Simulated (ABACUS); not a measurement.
# Fe (P6_3/mmc) in ABACUS: equation of state

How stiff is Fe in PBEsol, and what volume does it want? The cell is scaled to several volumes.

Everything below comes from runs of ABACUS 3.10.1. Logs are shortened: lines on timing, memory, paths and dates and some standing lists are left out, and cuts for length are marked.

## 1. The structure

The structure is hexagonal, space group P6_3/mmc (No. 194). Conventional cell: a = 2.434 Å, b = 2.434 Å, c = 3.842 Å, α = 90.00°, β = 90.00°, γ = 120.00°. Fe (site symmetry -6m2) is surrounded by 12 Fe at 2.38 to 2.43 Å.

This isn't the form of Fe at room conditions, which is bcc.

## 2. Equation of state, PBEsol, collinear spin, ferromagnetic start, 9.27 Å³/atom (volume scaled by 0.94)

INPUT

```
INPUT_PARAMETERS
suffix              Fe
calculation         scf
basis_type          pw
pseudo_dir          ./
symmetry            1
dft_functional      pbesol
ecutwfc             90
pseudo_rcut         7
nspin               2
nbands              23
ks_solver           dav
smearing_method     fd
smearing_sigma      0.00367493
scf_thr             1e-08
scf_nmax            100
mixing_type         broyden
mixing_beta         0.4
cal_force           1
cal_stress          1
kpar                4
```

STRU

```
ATOMIC_SPECIES
Fe 55.8450 Fe.upf

LATTICE_CONSTANT
1.8897261246

LATTICE_VECTORS
2.3844669570 0.0000000000 0.0000000000
-1.1922334785 2.0650089592 0.0000000000
0.0000000000 0.0000000000 3.7635056374

ATOMIC_POSITIONS
Direct

Fe
0.0
2
0.6666666667 0.3333333333 0.7500000000 1 1 1 mag 3
0.3333333333 0.6666666667 0.2500000000 1 1 1 mag 3
```

KPT

```
K_POINTS
0
Gamma
12 12 7 0 0 0
```

Potentials or basis: PseudoDojo NC SR 0.4.1 PBEsol standard, plane waves.

The run is started by

```
$ OMP_NUM_THREADS=1 mpirun -np 4 abacus > log
```

running log:

```text
ABACUS v3.10.1

               Atomic-orbital Based Ab-initio Computation at UStc

 ------------------------------------------------------------------------------------

 READING GENERAL INFORMATION
                           global_out_dir = OUT.Fe/
                           global_in_card = INPUT
                               pseudo_dir = ./
                              orbital_dir =
                                    DSIZE = 4
                                    GSIZE = 1

 READING UNITCELL INFORMATION
                                    ntype = 1
                  lattice constant (Bohr) = 1.88973
              lattice constant (Angstrom) = 1

 READING ATOM TYPE 1
                               atom label = Fe
                      L=0, number of zeta = 1
                      L=1, number of zeta = 1
                      L=2, number of zeta = 1
             number of atom for this type = 2
               magnetization of element 1 = 3

                        TOTAL ATOM NUMBER = 2
DIRECT COORDINATES
    atom                   x                   y                   z     mag                  vx                  vy                  vz
taud_Fe1            0.6666666667        0.3333333333        0.7500000000  3.0000        0.0000000000        0.0000000000        0.0000000000
taud_Fe2            0.3333333333        0.6666666667        0.2500000000  3.0000        0.0000000000        0.0000000000        0.0000000000

                          Volume (Bohr^3) = 125.055
                             Volume (A^3) = 18.5313

 Lattice vectors: (Cartesian coordinate: in unit of a_0)
             +2.38447                  +0                  +0
             -1.19223            +2.06501                  +0
                   +0                  +0            +3.76351
 Reciprocal vectors: (Cartesian coordinate: in unit of 2 pi/a_0)
            +0.419381            +0.24213                  -0
                   -0           +0.484259                  -0
                   +0                  -0            +0.26571
 The esolver type has been set to : ksdft_pw

                PAO radial cut off (Bohr) = 7

 Read in pseudopotential file is Fe.upf
                     pseudopotential type = NC
          exchange-correlation functional = PBESOL
                 nonlocal core correction = 1
                        valence electrons = 16
                                     lmax = 2
                           number of zeta = 4
                     number of projectors = 6
                           L of projector = 0
                           L of projector = 0
                           L of projector = 1
                           L of projector = 1
                           L of projector = 2
                           L of projector = 2
     initial pseudo atomic orbital number = 20
 The readin total magnetization is 6

 SETUP THE ELECTRONS NUMBER
            electron number of element Fe = 16
      total electron number of element Fe = 32
            AUTOSET number of electrons:  = 32
                           occupied bands = 16
                                   NBANDS = 23
                                   NLOCAL = 18

%%%%%%%%%%%%%%%%%%%%%%%%%%%%%%%%%%%%%%%%%%%%%%%%%%%%%%%%%%%%%%%%%%%%%%%%%%%%%%%%%%%%%%%%%%%%%%%%%%%%%%%%%%
 Warning: the number of valence electrons in pseudopotential > 8 for Fe: [Ar] 3d6 4s2
 Pseudopotentials with additional electrons can yield (more) accurate outcomes, but may be less efficient.
 If you're confident that your chosen pseudopotential is appropriate, you can safely ignore this warning.
%%%%%%%%%%%%%%%%%%%%%%%%%%%%%%%%%%%%%%%%%%%%%%%%%%%%%%%%%%%%%%%%%%%%%%%%%%%%%%%%%%%%%%%%%%%%%%%%%%%%%%%%%%

 SETUP THE PLANE WAVE BASIS
 energy cutoff for charge/potential (unit:Ry) = 360
            fft grid for charge/potential = [ 27, 27, 45 ]
                        fft grid division = [ 1, 1, 1 ]
        big fft grid for charge/potential = [ 27, 27, 45 ]
                                     nbxx = 32805
                                     nrxx = 32805

 SETUP PLANE WAVES FOR CHARGE/POTENTIAL
                    number of plane waves = 14401
                         number of sticks = 499

 PARALLEL PW FOR CHARGE/POTENTIAL
     PROC   COLUMNS(POT)             PW
        1            499          14401
 --------------- sum -------------------
        1            499          14401
                            number of |g| = 755
                                  max |g| = 32.5384
                                  min |g| = 0

[... 45 lines left out ...]
                                       C2 = 7
                                       C3 = 2
                                       C4 = 0
                                       C6 = 2
                                       S1 = 7
                                       S3 = 2
                                       S4 = 0
                                       S6 = 2
               POINT GROUP IN SPACE GROUP = D_6h

 SETUP K-POINTS
                                    nspin = 2
                   Input type of k points = Monkhorst-Pack(Gamma)
                                   nkstot = 1008
                       right hand lattice = 1
(for reciprocal lattice: )
                             BRAVAIS TYPE = 4
                     BRAVAIS LATTICE NAME = 04. Hexagonal cell
                                    ibrav = 4
                       right hand lattice = 1
(for k-lattice: )
                             BRAVAIS TYPE = 4
                     BRAVAIS LATTICE NAME = 04. Hexagonal cell
                                    ibrav = 4
                       right hand lattice = 1
                        ROTATION MATRICES = 24
                               nkstot_ibz = 76
K-POINTS REDUCTION ACCORDING TO SYMMETRY
     IBZ    DIRECT_X    DIRECT_Y    DIRECT_Z  WEIGHT  ibz2bz
       1  0.00000000  0.00000000  0.00000000  0.0010       0
       2 -0.08333333  0.08333333  0.00000000  0.0060       1
       3 -0.16666667  0.16666667  0.00000000  0.0060       2
       4 -0.25000000  0.25000000  0.00000000  0.0060       3
       5 -0.33333333  0.33333333  0.00000000  0.0060       4
       6 -0.41666667  0.41666667  0.00000000  0.0060       5
[... 22 lines left out ...]
      29 -0.25000000  0.33333333  0.14285714  0.0238     159
      30 -0.33333333  0.41666667  0.14285714  0.0238     160
[... 46 further k points ...]

                               nkstot now = 76
[... K-POINTS DIRECT COORDINATES: 76 rows ...]

           k-point number in this process = 19
       minimum distributed K point number = 19
[... stars of the k points ...]
                             nks(nspin=2) = 38
                          nkstot(nspin=2) = 152

[... K-POINTS CARTESIAN COORDINATES: 38 rows ...]

[... K-POINTS DIRECT COORDINATES: 38 rows ...]

 SETUP PLANE WAVES FOR WAVE FUNCTIONS
     energy cutoff for wavefunc (unit:Ry) = 90
              fft grid for wave functions = [ 27, 27, 45 ]
                    number of plane waves = 2707
                         number of sticks = 163

 PARALLEL PW FOR WAVE FUNCTIONS
     PROC   COLUMNS(POT)             PW
        1            163           2707
 --------------- sum -------------------
        1            163           2707

 SETUP NONLOCAL PSEUDOPOTENTIALS IN PLANE WAVE BASIS
 Fe non-local projectors:
 projector 1 L=0
 projector 2 L=0
 projector 3 L=1
 projector 4 L=1
 projector 5 L=2
 projector 6 L=2
      TOTAL NUMBER OF NONLOCAL PROJECTORS = 36

 Init Non-Local PseudoPotential table :
 Init Non-Local-Pseudopotential done.

                                     npwx = 1816

 Make real space PAO into reciprocal space.
       max mesh points in Pseudopotential = 701
     dq(describe PAO in reciprocal space) = 0.01
                                    max q = 1143

 number of pseudo atomic orbitals for Fe is 4
WARNING: norm of atomic wavefunction # 3 of atomic type Fe is 0.999977, renormalized
WARNING: norm of atomic wavefunction # 4 of atomic type Fe is 0.996725, renormalized

 -------------------------------------------
 SELF-CONSISTENT
 -------------------------------------------
                                 init_chg = atomic

 PW ALGORITHM --------------- ION=   1  ELEC=   1--------------------------------
 Notice: Threshold on eigenvalues was too large.
 hsover_error=0.32 > DRHO=0.159837
 Origin diag ethr = 0.01
 New diag ethr = 0.00049949
          total magnetism (Bohr mag/cell) = 3.62979
       absolute magnetism (Bohr mag/cell) = 3.65144
                        nelec for spin up = 17.8149
                      nelec for spin down = 14.1851

 Density error is 0.161662525305
                          Error Threshold = 0.000499490460325
----------------------------------------------------------
     Energy           Rydberg                 eV
----------------------------------------------------------
 E_KohnSham     -500.7678929935      -6813.2967201653
 E_Harris       -505.1484156064      -6872.8967879193
 E_Fermi        1.7819991644         24.2453424670
----------------------------------------------------------
[... 135 lines left out ...]
 Density error is 1.8154806607e-09
                          Error Threshold = 2.28509440092e-10
----------------------------------------------------------
     Energy           Rydberg                 eV
----------------------------------------------------------
 E_KohnSham     -500.8635006535      -6814.5975291145
 E_KS(sigma->0) -500.8628454693      -6814.5886148763
 E_Harris       -500.8635273979      -6814.5978929899
 E_band         -20.6618649873       -281.1190951335
 E_one_elec     -166.1331005217      -2260.3567935014
 E_Hartree      108.2804236577       1473.2307435987
 E_xc           -70.5088370859       -959.3219437221
 E_Ewald        -372.5006763353      -5068.1317070135
 E_entropy(-TS) -0.0013103684        -0.0178284763
 E_descf        0.0000000000         0.0000000000
 E_exx          0.0000000000         0.0000000000
 E_Fermi        1.7285016420         23.5174713341
----------------------------------------------------------

 charge density convergence is achieved
 final etot is -6814.5975291 eV
 EFERMI = 23.517471334 eV

 STATE ENERGY(eV) AND OCCUPATIONS    NSPIN == 2
SPIN UP :
 1/19 kpoint (Cartesian) = 0.0000 0.0000 0.0000 (1797 pws)
       1       -63.6757    0.000992063
       2       -63.4722    0.000992063
       3       -30.2639    0.000992063
       4       -29.5106    0.000992063
       5       -29.5106    0.000992063
       6       -29.3776    0.000992063
[... 140 lines left out ...]
      22        35.8224        0.00000
      23        40.1575        0.00000

[... levels at 32 further k points ...]

------------------------------------------------------------------------------------------
 TOTAL-FORCE (eV/Angstrom)
------------------------------------------------------------------------------------------
                       Fe1         0.0000000000         0.0000000000         0.0000000000
                       Fe2         0.0000000000         0.0000000000         0.0000000000
------------------------------------------------------------------------------------------

----------------------------------------------------------------
 TOTAL-STRESS (KBAR)
----------------------------------------------------------------
       194.2156901111         0.0000000000         0.0000000000
         0.0000000000       194.2156901199         0.0000000000
         0.0000000000        -0.0000000000       223.3155567210
----------------------------------------------------------------
 TOTAL-PRESSURE: 203.915646 KBAR

 --------------------------------------------
 !FINAL_ETOT_IS -6814.5975291144823132 eV
 --------------------------------------------
```

Run time: 31 s. Hardware: 4 MPI ranks of Intel Xeon Platinum 8259CL at 2.50GHz (Skylake/Cascade Lake), shared host; peak memory 0.4 GiB.

Results:

```
Free energy            : -6814.5975 eV
Pressure               : 20.4 GPa
Band gap on the k mesh : none (metal or under the smearing width)
Net moment             : 0.00 μB per cell
Absolute moment        : 0.00 μB per cell
```

Caveat: the starting moments collapsed, and a magnetic state may lie lower.

## 3. Equation of state, PBEsol, collinear spin, ferromagnetic start, 9.46 Å³/atom (volume scaled by 0.96)

INPUT is that of step 2.

STRU

```
ATOMIC_SPECIES
Fe 55.8450 Fe.upf

LATTICE_CONSTANT
1.8897261246

LATTICE_VECTORS
2.4012595311 0.0000000000 0.0000000000
-1.2006297656 2.0795517550 0.0000000000
0.0000000000 0.0000000000 3.7900100715

ATOMIC_POSITIONS
Direct

Fe
0.0
2
0.6666666667 0.3333333333 0.7500000000 1 1 1 mag 3
0.3333333333 0.6666666667 0.2500000000 1 1 1 mag 3
```

KPT is that of step 2.

Potentials or basis: PseudoDojo NC SR 0.4.1 PBEsol standard, plane waves.

The run is started by

```
$ OMP_NUM_THREADS=1 mpirun -np 4 abacus > log
```

It took 31 s on 4 MPI ranks of Intel Xeon Platinum 8259CL at 2.50GHz (Skylake/Cascade Lake), shared host; peak memory 0.4 GiB.

Results (log left out):

```yaml
Free_energy: -6814.6376 eV
Pressure: 12.0 GPa
Band_gap_on_the_k_mesh: none (metal or under the smearing width)
Net_moment: 0.00 μB per cell
Absolute_moment: 0.00 μB per cell
```

Caveat: the starting moments collapsed, and a magnetic state may lie lower.

## 4. Equation of state, PBEsol, collinear spin, ferromagnetic start, 9.66 Å³/atom (volume scaled by 0.98)

INPUT is that of step 3.

STRU

```
ATOMIC_SPECIES
Fe 55.8450 Fe.upf

LATTICE_CONSTANT
1.8897261246

LATTICE_VECTORS
2.4178204650 0.0000000000 0.0000000000
-1.2089102325 2.0938939445 0.0000000000
0.0000000000 0.0000000000 3.8161488980

ATOMIC_POSITIONS
Direct

Fe
0.0
2
0.6666666667 0.3333333333 0.7500000000 1 1 1 mag 3
0.3333333333 0.6666666667 0.2500000000 1 1 1 mag 3
```

KPT is that of step 3.

The run is started by

```
$ OMP_NUM_THREADS=1 mpirun -np 4 abacus > log
```

Wall time 31 s (4 MPI ranks of Intel Xeon Platinum 8259CL at 2.50GHz (Skylake/Cascade Lake), shared host); peak memory 0.4 GiB.

Results (log left out):

| Quantity | Value |
| --- | --- |
| Free energy | -6814.6582 eV |
| Pressure | 4.5 GPa |
| Band gap on the k mesh | none (metal or under the smearing width) |
| Net moment | 0.00 μB per cell |
| Absolute moment | 0.00 μB per cell |

Caveat: the starting moments collapsed, and a magnetic state may lie lower.

## 5. Equation of state, PBEsol, collinear spin, ferromagnetic start, 9.86 Å³/atom

INPUT is that of step 4.

STRU

```
ATOMIC_SPECIES
Fe 55.8450 Fe.upf

LATTICE_CONSTANT
1.8897261246

LATTICE_VECTORS
2.4341575853 0.0000000000 0.0000000000
-1.2170787927 2.1080423057 0.0000000000
0.0000000000 0.0000000000 3.8419344700

ATOMIC_POSITIONS
Direct

Fe
0.0
2
0.6666666667 0.3333333333 0.7500000000 1 1 1 mag 3
0.3333333333 0.6666666667 0.2500000000 1 1 1 mag 3
```

KPT is that of step 4.

The run is started by

```
$ OMP_NUM_THREADS=1 mpirun -np 4 abacus > log
```

Wall time 32 s (4 MPI ranks of Intel Xeon Platinum 8259CL at 2.50GHz (Skylake/Cascade Lake), shared host); peak memory 0.4 GiB.

The run converged. Its results:

```yaml
Free_energy: -6814.6614 eV
Pressure: -2.1 GPa
Band_gap_on_the_k_mesh: none (metal or under the smearing width)
Net_moment: 0.00 μB per cell
Absolute_moment: 0.00 μB per cell
```

Caveat: the starting moments collapsed, and a magnetic state may lie lower.

(Part 1 of 2 ends here.)
